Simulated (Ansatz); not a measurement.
Write the native input for Ansatz 0.2.0 that does the following.

```
Task                : band structure
Functional          : PBE
Potentials or basis : all-electron LAPW, relativistic spinors
Cutoff              : 278 eV (chosen from the basis error)
Basis error allowed : 0.001 eV/atom
k mesh              : 6 × 6 × 6
Occupations         : fermi-dirac, width 0.05 eV
Spin                : spin-orbit coupling, no magnetisation
```

GaSb:

```
Sb Ga
1.0
     0.00000    3.05900    3.05900
     3.05900    0.00000    3.05900
     3.05900    3.05900    0.00000
Sb Ga
1 1
Direct
  0.75000 0.75000 0.75000
  0.00000 0.00000 0.00000
```

The input as run:

input.yaml

```yaml
crystal:
  lattice:
    - [0.0, 3.059, 3.059]
    - [3.059, 0.0, 3.059]
    - [3.059, 3.059, 0.0]
  atoms:
    - { symbol: Sb, position: [0.75, 0.75, 0.75] }
    - { symbol: Ga, position: [0.0, 0.0, 0.0] }
kpoints:
  mp_grid: { grid: [6, 6, 6] }
  band_path:
    path:
      - [0.0, 0.0, 0.0]
      - [0.5, 0.0, 0.5]
      - [0.5, 0.25, 0.75]
      - [0.375, 0.375, 0.75]
      - [0.0, 0.0, 0.0]
      - [0.5, 0.5, 0.5]
      - [0.625, 0.25, 0.625]
      - [0.5, 0.25, 0.75]
    npoints: 8
scf:
  occupations: { method: fermi_dirac, width: 0.05 }
hamiltonian:
  xc: pbe
  pseudopotentials: { kind: all_electron, lapw: { basis_error: 0.001 } }
magnetization:
  noncollinear: true
  spin_orbit: true
output:
  forces: true
  stress: true
  eigenvalues: true
```

Potentials or basis: all-electron LAPW, relativistic spinors.

The run is started by

```bash
$ ansatz run input.yaml --threads 1 --pin off --max-ram 3072MiB --backend cpu --events-out ev --progress --plain --runs-dir out
```

Results of the run:

```yaml
Pressure: 2.5 GPa
Band_gap_along_the_path: none (metal or under the smearing width)
```

Caveat: the k mesh is thin for a metal, which can move the energy by tens of meV per atom; this crystal is a semiconductor, whose small gap the functional closes, so the metal is an error of the method.

It took 100 s on 1 thread of Arm Neoverse V1, on a shared host, peak memory 0.47 GiB.
